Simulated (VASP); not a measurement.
Write the native input for VASP 6.6.1 that does the following.

| Property | Result |
| --- | --- |
| Task | density of states |
| Functional | LDA |
| Potentials or basis | VASP PAW LDA potentials, release 64 (Nb_sv, As) |
| Cutoff | 520 eV |
| k mesh | 11 × 11 × 11 |
| Occupations | gaussian, width 0.02 eV |
| Spin | no spin polarisation |
| k mesh for the DOS | 17 × 17 × 17 |
| Occupations for the DOS | tetrahedron |
| Further INCAR settings | ALGO = Normal; EDIFF = 1e-07; NBANDS = 26 |

The system is NbAs.

```xyz
4
Lattice="-1.7259 1.7259 5.8400 1.7259 -1.7259 5.8400 1.7259 1.7259 -5.8400" Properties=species:S:1:pos:R:3 pbc="T T T"
Nb    0.0000    1.7259    0.0000
Nb    0.0000    0.0000    8.7600
As    0.0000    1.7259    4.8589
As    0.0000    0.0000    1.9389
```

These files were run (other wordings do the same):

POSCAR

```
NbAs
1.0
   -1.7258500000      1.7258500000      5.8400000000
    1.7258500000     -1.7258500000      5.8400000000
    1.7258500000      1.7258500000     -5.8400000000
Nb As
2 2
Direct
    0.5000000000      0.0000000000      0.5000000000
    0.7500000000      0.7500000000      0.0000000000
    0.9160000000      0.4160000000      0.5000000000
    0.1660000000      0.1660000000      0.0000000000
```

INCAR.step1

```
  PREC = Accurate
  ENCUT = 520
  EDIFF = 1E-7
  ISMEAR = 0
  SIGMA = 0.02
  LREAL = False
  LASPH = True
  NELM = 60
  ALGO = Normal
  ISIF = 2
  LWAVE = False
  LCHARG = True
  LMAXMIX = 4
  NBANDS = 26
```

KPOINTS.step1

```
Automatic mesh
0
Gamma
  11 11 11
```

INCAR.step2

```
  PREC = Accurate
  ENCUT = 520
  EDIFF = 1E-7
  ISMEAR = -5
  SIGMA = 0.02
  LREAL = False
  LASPH = True
  NELM = 60
  ALGO = Normal
  ISIF = 2
  LWAVE = False
  LCHARG = False
  LMAXMIX = 4
  LORBIT = 11
  NBANDS = 26
  NEDOS = 2001
  ICHARG = 11
```

KPOINTS.step2

```
Automatic mesh
0
Gamma
  17 17 17
```

Potentials or basis: VASP PAW LDA potentials, release 64 (Nb_sv, As).

Run with:

```bash
$ cat potpaw_LDA.64/Nb_sv/POTCAR potpaw_LDA.64/As/POTCAR > POTCAR
$ cp INCAR.step1 INCAR
$ cp KPOINTS.step1 KPOINTS
$ mpirun -np 1 vasp_std > vasp.out
$ cp INCAR.step2 INCAR
$ cp KPOINTS.step2 KPOINTS
$ mpirun -np 1 vasp_std > vasp.out
```

Results of the run:

The valence electrons inside the program's atomic spheres are Nb 10.66; As 2.93.

It took 15 min on 1 thread of Intel(R) Xeon(R) 6975P-C (Granite Rapids), on a shared host, peak memory 0.72 GiB.
